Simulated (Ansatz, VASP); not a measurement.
**InAs in two plane-wave programs**

One calculation is typed for both programs; each brings its own data sets. How far apart do they land? The cell is taken from a series of runs on this material, whose earlier steps may have relaxed, scaled, displaced or heated it; both programs get it as it stands.

Main program and level: Ansatz 0.2.0; plane waves, with VASP 6.6.1 beside it; PBEsol.

### Step 1. The starting structure

The structure is trigonal, space group R3m (No. 160). Conventional cell: a = 4.390 Å, b = 4.390 Å, c = 10.416 Å, α = 90.00°, β = 90.00°, γ = 120.00°. Nearest to As lie 4 In at 2.64 to 2.67 Å. In has 4 As at 2.64 to 2.67 Å nearest. Farther neighbours are not listed.

Coordinates:

```xyz
2
Lattice="-0.0651 3.0393 3.0393 3.0393 -0.0651 3.0393 3.0393 3.0393 -0.0651" Properties=species:S:1:pos:R:3 pbc="T T T"
As    4.4995    4.4995    4.4995
In    0.0106    0.0106    0.0106
```

### Step 2. VASP: zone-centre phonons, PBEsol

Second derivatives magnify differences that forces hide, and they need a tight electronic threshold.

Lines of VASP's logs that name or quote its potential files are left out, and so is its time.

File INCAR:

```
SYSTEM = InAs
PREC = Accurate
ENCUT = 500
EDIFF = 1E-08
NELM = 120
ISMEAR = 1
SIGMA = 0.2
LREAL = .FALSE.
ALGO = Normal
GGA = PS
NBANDS = 15
LORBIT = 11
LWAVE = .FALSE.
LCHARG = .FALSE.
ISIF = 2
IBRION = 8
LASPH = .TRUE.
GGA_COMPAT = .FALSE.
EFERMI = MIDGAP
KPAR = 2
```

File POSCAR:

```
InAs
1.0
   -0.0651013670      3.0393091446      3.0393091446
    3.0393091446     -0.0651013670      3.0393091446
    3.0393091446      3.0393091446     -0.0651013670
As In
1 1
Direct
    0.7482312064      0.7482312064      0.7482312064
    0.0017687936      0.0017687936      0.0017687936
```

File KPOINTS:

```
Automatic mesh
0
Gamma
12 12 12
0 0 0
```

Potentials, in the order of the species: As and In_d (PBE family, release 64).

The run is started by

```bash
$ mpirun -np 2 vasp_std
```

Numbers of over 12 decimals in the logs are rounded to 6 here.

The program printed:

```text
[banner, memory and clock lines left out]
running    2 mpi-ranks, on    1 nodes
 distrk:  each k-point on    1 cores,    2 groups
 distr:  one band on    1 cores,    1 groups

 POSCAR found type information on POSCAR AsIn
 POSCAR found :  2 types and       2 ions
|                                                                             |
|               ----> ADVICE to this user running VASP <----                  |
|                                                                             |
|     You enforced a specific xc type in the INCAR file but a different       |
|     [... a line on the potential file left out ...]
|     I HOPE YOU KNOW WHAT YOU ARE DOING!                                     |
|                                                                             |

 LDA part: xc-table for (Slater+PW92), standard interpolation
 POSCAR, INCAR and KPOINTS ok, starting setup
 FFT: planning ... GRIDC
 FFT: planning ... GRID_SOFT
 FFT: planning ... GRID
 WAVECAR not read
 entering main loop
       N       E                     dE             d eps       ncg     rms          rms(c)
DAV:   1     0.110375351311E+03    0.11038E+03   -0.81341E+03  5677   0.123E+03
DAV:   2    -0.973305556808E+00   -0.11135E+03   -0.10705E+03  6076   0.296E+02
DAV:   3    -0.855422896910E+01   -0.75809E+01   -0.75390E+01  7266   0.786E+01
DAV:   4    -0.875019389016E+01   -0.19596E+00   -0.19590E+00  6928   0.142E+01
DAV:   5    -0.875840119298E+01   -0.82073E-02   -0.82072E-02  8517   0.247E+00    0.411E+00
DAV:   6    -0.850526781489E+01    0.25313E+00   -0.39819E-01  8919   0.115E+01    0.225E+00
DAV:   7    -0.847711225477E+01    0.28156E-01   -0.10246E-01  7865   0.317E+00    0.668E-01
DAV:   8    -0.847563839013E+01    0.14739E-02   -0.11603E-02  7242   0.128E+00    0.173E-01
DAV:   9    -0.847589601812E+01   -0.25763E-03   -0.84829E-04  7022   0.283E-01    0.989E-02
DAV:  10    -0.847596187782E+01   -0.65860E-04   -0.11437E-04  8738   0.145E-01    0.597E-02
DAV:  11    -0.847598208235E+01   -0.20205E-04   -0.53643E-05  6559   0.977E-02    0.429E-02
DAV:  12    -0.847598200255E+01    0.79804E-07   -0.50352E-06  6494   0.223E-02    0.797E-03
DAV:  13    -0.847598213482E+01   -0.13227E-06   -0.11371E-06  7504   0.618E-03    0.342E-03
DAV:  14    -0.847598211106E+01    0.23757E-07   -0.70240E-08  7023   0.249E-03    0.144E-03
DAV:  15    -0.847598216450E+01   -0.53442E-07   -0.31316E-09  5376   0.703E-04    0.467E-04
DAV:  16    -0.847598216979E+01   -0.52910E-08   -0.23002E-09  4242   0.447E-04
   1 F= -.84759822E+01 E0= -.84761477E+01  d E =0.496525E-03
 Linear response reoptimize wavefunctions to high precision
DAV:   1    -0.847598217065E+01   -0.85379E-09   -0.10954E-09  5481   0.283E-04
DAV:   2    -0.847598217064E+01    0.97771E-11   -0.14169E-10  3612   0.115E-04
 Linear response DOF=           2
 Linear response progress:
  Degree of freedom:   1/  2
       N       E                     dE             d eps       ncg     rms          rms(c)
RMM:   1    -0.465822393354E-01   -0.46582E-01    0.65662E-02 29230   0.147E+00
RMM:   2    -0.443617459393E-01    0.22205E-02    0.13585E-03 22416   0.537E-01    0.102E-01
RMM:   3    -0.450054353883E-01   -0.64369E-03   -0.17261E-03 26445   0.225E-01    0.447E-02
RMM:   4    -0.451971034092E-01   -0.19167E-03   -0.13029E-04 26711   0.758E-02    0.111E-02
RMM:   5    -0.452369236042E-01   -0.39820E-04   -0.15222E-05 27513   0.309E-02    0.495E-03
RMM:   6    -0.452235087759E-01    0.13415E-04   -0.16201E-06 26655   0.823E-03    0.151E-03
RMM:   7    -0.452211172820E-01    0.23915E-05   -0.19283E-07 29072   0.247E-03    0.905E-04
RMM:   8    -0.452219929935E-01   -0.87571E-06   -0.60626E-08 25967   0.110E-03    0.439E-04
RMM:   9    -0.452225853655E-01   -0.59237E-06   -0.10229E-08 27779   0.371E-04    0.968E-05
RMM:  10    -0.452226382633E-01   -0.52898E-07    0.55788E-08 30017   0.145E-04    0.537E-05
RMM:  11    -0.452226372459E-01    0.10175E-08   -0.24088E-08 28515   0.555E-05    0.118E-05
 first order change of Fermi-energy  -0.10422E+01
 force on displaced ion       1 direction 1 :  -6.788  -0.144  -0.144
 Linear response progress:
  Degree of freedom:   2/  2
       N       E                     dE             d eps       ncg     rms          rms(c)
RMM:   1    -0.233626077520E+00   -0.23363E+00   -0.10567E-01 19267   0.481E+00
RMM:   2    -0.236096665908E+00   -0.24706E-02   -0.12478E-02 24257   0.101E+00    0.759E-02
RMM:   3    -0.235997696590E+00    0.98969E-04   -0.14793E-03 26420   0.311E-01    0.366E-02
RMM:   4    -0.235770963366E+00    0.22673E-03   -0.12599E-04 27121   0.105E-01    0.204E-02
RMM:   5    -0.235700541226E+00    0.70422E-04   -0.13961E-05 27981   0.389E-02    0.737E-03
RMM:   6    -0.235691673768E+00    0.88675E-05    0.93310E-06 27973   0.132E-02    0.186E-03
RMM:   7    -0.235703148795E+00   -0.11475E-04    0.59658E-06 28955   0.395E-03    0.814E-04
RMM:   8    -0.235702931995E+00    0.21680E-06    0.48577E-06 28132   0.168E-03    0.326E-04
RMM:   9    -0.235703368477E+00   -0.43648E-06    0.20722E-06 29747   0.725E-04    0.102E-04
RMM:  10    -0.235703448009E+00   -0.79532E-07    0.14153E-06 29949   0.309E-04    0.228E-05
RMM:  11    -0.235703537634E+00   -0.89625E-07    0.94975E-07 30347   0.149E-04    0.166E-05
RMM:  12    -0.235703605375E+00   -0.67741E-07    0.50298E-07 30495   0.807E-05    0.185E-05
RMM:  13    -0.235703632733E+00   -0.27359E-07    0.28062E-07 27827   0.511E-05    0.180E-05
RMM:  14    -0.235703636620E+00   -0.38869E-08    0.21794E-07 30582   0.312E-05    0.207E-05
RMM:  15    -0.235703659276E+00   -0.22656E-07    0.30391E-08 25850   0.211E-05    0.139E-05
RMM:  16    -0.235703650719E+00    0.85570E-08    0.57341E-08 22667   0.163E-05    0.131E-05
 first order change of Fermi-energy   0.10429E+01
 force on displaced ion       2 direction 1 :  -6.806  -0.140  -0.140
 Linear response finished
```

Parts of OUTCAR (step 2):

```text
ion  position               nearest neighbor table
   1  0.748  0.748  0.748-   2 2.64   2 2.67   2 2.67   2 2.67
   2  0.002  0.002  0.002-   1 2.64   1 2.67   1 2.67   1 2.67

  LATTYP: Found a trigonal (rhomboedric) cell.
 ALAT       =     4.2987251995
 COS(alpha) =     0.4784704460

 Subroutine GETGRP returns: Found  6 space group operations
 (whereof  6 operations were pure point group operations)

The static configuration has the point symmetry C_3v.

 Found    189 irreducible k-points:

   k-points           NKPTS =    189   k-points in BZ     NKDIM =    189   number of bands    NBANDS=     15

   dimension x,y,z NGX =    32 NGY =   32 NGZ =   32
   dimension x,y,z NGXF=    64 NGYF=   64 NGZF=   64

   ENCUT  =  500.0 eV  36.75 Ry    6.06 a.u.   7.84  7.84  7.84*2*pi/ulx,y,z

   NELECT =      18.0000    total number of electrons

 k-points in reciprocal lattice and weights: Automatic mesh
   0.00000000  0.00000000  0.00000000       0.001
   0.08333333 -0.00000000 -0.00000000       0.003
   0.16666667  0.00000000  0.00000000       0.003
   0.25000000  0.00000000  0.00000000       0.003
   0.33333333  0.00000000  0.00000000       0.003
   0.41666667  0.00000000 -0.00000000       0.003
   0.50000000  0.00000000  0.00000000       0.002
   0.08333333  0.08333333 -0.00000000       0.003
   0.16666667  0.08333333  0.00000000       0.007
[...]
-0.41666667  0.50000000  0.41666667       0.003
   0.50000000  0.50000000  0.50000000       0.001

 average (electrostatic) potential at core
       1 -49.9302       2 -96.8367

  Total       -0.4921911     -0.4921911     -0.4921911      0.2591808      0.2591808      0.2591808
  in kB      -13.6068474    -13.6068474    -13.6068474      7.1651715      7.1651715      7.1651715
  external PRESSURE =     -13.6068474 kB  Pullay stress =       0.0000000 kB

  energy-cutoff  :      500.00
  volume of cell :       57.95
      direct lattice vectors                 reciprocal lattice vectors
    -0.065101367  3.039309145  3.039309145    -0.159317551  0.162804796  0.162804796
     3.039309145 -0.065101367  3.039309145     0.162804796 -0.159317551  0.162804796
     3.039309145  3.039309145 -0.065101367     0.162804796  0.162804796 -0.159317551

 POSITION                                       TOTAL-FORCE (eV/Angst)
 -----------------------------------------------------------------------------------
      4.49950      4.49950      4.49950        -0.000231     -0.000231     -0.000231
      0.01064      0.01064      0.01064         0.000231      0.000231      0.000231
 -----------------------------------------------------------------------------------
    total drift:                                0.000192      0.000192      0.000192

 Eigenvectors and eigenvalues of the dynamical matrix
 ----------------------------------------------------

   1 f  =    6.178065 THz    38.817930 2PiTHz  206.078079 cm-1    25.550414 meV
             X         Y         Z           dx          dy          dz
      4.499501  4.499501  4.499501    -0.448996   -0.448996   -0.448996
      0.010637  0.010637  0.010637     0.362955    0.362955    0.362955

   2 f  =    5.988477 THz    37.626712 2PiTHz  199.754098 cm-1    24.766341 meV
             X         Y         Z           dx          dy          dz
      4.499501  4.499501  4.499501     0.516025   -0.578094    0.062068
      0.010637  0.010637  0.010637    -0.417545    0.467768   -0.050223

   3 f  =    5.988477 THz    37.626712 2PiTHz  199.754098 cm-1    24.766341 meV
             X         Y         Z           dx          dy          dz
      4.499501  4.499501  4.499501    -0.369598   -0.262092    0.631690
      0.010637  0.010637  0.010637     0.299062    0.212073   -0.511136

   4 f/i=    0.002185 THz     0.013727 2PiTHz    0.072875 cm-1     0.009035 meV
             X         Y         Z           dx          dy          dz
      4.499501  4.499501  4.499501     0.362955    0.362955    0.362955
      0.010637  0.010637  0.010637     0.448996    0.448996    0.448996

   5 f/i=    0.004966 THz     0.031201 2PiTHz    0.165642 cm-1     0.020537 meV
             X         Y         Z           dx          dy          dz
      4.499501  4.499501  4.499501     0.053416   -0.469084    0.415668
      0.010637  0.010637  0.010637     0.066015   -0.579720    0.513705

   6 f/i=    0.004966 THz     0.031201 2PiTHz    0.165642 cm-1     0.020537 meV
             X         Y         Z           dx          dy          dz
      4.499501  4.499501  4.499501    -0.510812    0.209146    0.301666
      0.010637  0.010637  0.010637    -0.631290    0.258474    0.372815

 ELASTIC MODULI CONTR FROM IONIC RELAXATION (kBar)
 Direction    XX          YY          ZZ          XY          YZ          ZX
 --------------------------------------------------------------------------------
 XX          -1.9700     -1.8934     -1.8934     -9.7806    -13.2633    -10.0748
 YY          -1.8934     -1.9700     -1.8934    -10.0748     -9.7806    -13.2633
 ZZ          -1.8934     -1.8934     -1.9700    -13.2633    -10.0748     -9.7806
 XY          -9.7806    -10.0748    -13.2633   -160.9121    -14.8091    -14.8091
 YZ         -13.2633     -9.7806    -10.0748    -14.8091   -160.9121    -14.8091
 ZX         -10.0748    -13.2633     -9.7806    -14.8091    -14.8091   -160.9121
 --------------------------------------------------------------------------------
```

The gap is under twice the smearing width, so the edge states are partly filled and the run can't tell a small gap from a semimetal. Methfessel-Paxton smearing is not meant for a cell with a gap.

(Part 1 of 2 ends here.)

[Lines on the potential files, build, host, timing and source positions are cut from VASP's logs without a mark.]

[Logs are printed without paths, hosts, clocks, repeated set-up lines and the standing remarks that a program may print on its own settings, such as how far it seeks lower states.]

[Hosts, paths, dates, database ids (printed as entryN), source tags and the programs' standing remarks are cut or masked in the printed files.]
